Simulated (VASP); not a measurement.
KF, 2 atoms in the cell. Symmetry: Pm-3m, No. 221, cubic system. The conventional cell has a = 3.259 Å, b = 3.259 Å, c = 3.259 Å, α = 90.00°, β = 90.00°, γ = 90.00°. K (site symmetry m-3m) has 8 F at 2.82 Å as nearest neighbours. F (site symmetry m-3m) is surrounded by 8 K at 2.82 Å. The cell comes from a database or a generator and needn't be the stable form of this composition.

```yaml
Program: VASP 6.6.1
Task: single point
Functional: PBE
Potentials_or_basis: VASP PAW PBE potentials, release 64 (K_sv, F)
Cutoff: 520 eV
k_mesh: 6 × 6 × 6
Occupations: gaussian, width 0.1 eV
Spin: no spin polarisation
Dipole_correction: no
Further_INCAR_settings: ALGO = Fast; EDIFF = 1e-06; NBANDS = 15
```

Potentials or basis: VASP PAW PBE potentials, release 64 (K_sv, F).

Run with:

```sh
$ cat potpaw_PBE.64/K_sv/POTCAR potpaw_PBE.64/F/POTCAR > POTCAR
$ mpirun -np 1 vasp_std > vasp.out
```

Hardware: 1 thread of AMD EPYC 7571, with other jobs on the host.

Question: Estimate the wall time of this run.

Answer: Wall time 23 s on 1 thread of AMD EPYC 7571, on a shared host, peak memory 0.1 GiB. Counts: scf iterations 17, k points 20.
